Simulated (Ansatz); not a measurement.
CdSe:

```xyz
2
Lattice="0.0000 2.8740 2.8740 2.8740 0.0000 2.8740 2.8740 2.8740 0.0000" Properties=species:S:1:pos:R:3 pbc="T T T"
Cd    0.0000    0.0000    0.0000
Se    2.8740    2.8740    2.8740
```

Measurements of this composition are mostly on another form, of space group No. 186.

- Program: Ansatz 0.2.0
- Task: relaxation of cell and atoms
- Functional: PBEsol
- Dispersion: D4
- Potentials or basis: Ansatz PAW
- Cutoff: 420 eV (not typed: the program's choice for these potentials)
- k mesh: 8 × 8 × 8
- Occupations: fermi-dirac, width 0.05 eV
- Spin: no spin polarisation

At the start: volume 23.74 Å³/atom.

Task: How do energy, volume and symmetry change on relaxing?

Result: It ends after 6 steps and the volume is 21.79 Å³/atom (-8.2 %); space group Fm-3m (No. 225, to 0.05 Å).

The path:
```
step  energy change (eV)  largest force (eV/Å)  volume (Å³)
   1              0.0000                0.0000        47.48
   2             -0.0349                0.0000        41.14
   3             -0.0694                0.0000        44.01
   4             -0.0705                0.0000        43.62
   5             -0.0705                0.0000        43.58
   6             -0.0697                0.0000        43.58
```

Final structure:
```
CELL_PARAMETERS angstrom
0.00000 2.79300 2.79300
2.79300 0.00000 2.79300
2.79300 2.79300 0.00000
ATOMIC_POSITIONS crystal
Cd 0.00000 0.00000 0.00000
Se 0.50000 0.50000 0.50000
```

Caveat: the plane-wave basis is chosen anew once the cell has moved, so the energies of steps on either side of that aren't comparable; pairwise dispersion overbinds metals, which lowers pressure and volume; the PAW data sets come from PBE, with cores solved anew for the run's functional, which leaves a small shift of forces and pressure.
